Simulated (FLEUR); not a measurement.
**Ni under changes of volume**

One of the cells (10.569 Å³/atom); the others are scaled copies at fixed shape and fractional positions:

```
CELL_PARAMETERS angstrom
2.44802 0.00000 0.00000
-1.22401 2.12005 0.00000
0.00000 0.00000 4.07281
ATOMIC_POSITIONS crystal
Ni 0.66667 0.33333 0.75000
Ni 0.33333 0.66667 0.25000
```

This isn't the form of Ni at room conditions, which is fcc.

| Item | Value |
| --- | --- |
| Program | FLEUR MaX-R8.1 (later development tree) |
| Functional | SCAN |
| Potentials or basis | all-electron |
| Basis | FLAPW |
| Kmax | 4.71 1/bohr |
| k mesh | 12 × 12 × 7 |
| Occupations | fermi-dirac, width 0.05 eV |
| Spin | collinear spin, ferromagnetic start |
| Starting moments | [1.0, 1.0] μB |

```tsv
volume (Å³/atom)	energy over the lowest point (meV/atom)	moment (μB per cell)
9.935	20.45	1.47
10.146	7.20	1.50
10.569	0.00	1.56
10.992	?	?
11.203	28.92	1.59
```

**Question.** What does the run at 10.992 Å³/atom give?

**Answer.** Energy over the lowest point 14.71 meV/atom; moment 1.58 μB per cell.

Worked out: A Birch-Murnaghan fit of order 2 (a polynomial in V^(-2/3)) to the other rows has its minimum at 10.48 Å³/atom with B0 = V·E''(V) = 213 GPa at fixed shape and positions, which overstates the stiffness. It gives 14.69 meV/atom at 10.992 Å³/atom, against the run's 14.71. A parabola through the other rows of the moment, of slope 0.0365 μB per Å³/atom there, gives 1.59 μB, against the run's 1.58.

Energies are extrapolated to zero smearing.

Caveats: the meta-GGA is that of a development version, with a GGA for the radial functions and cores and without core tails.
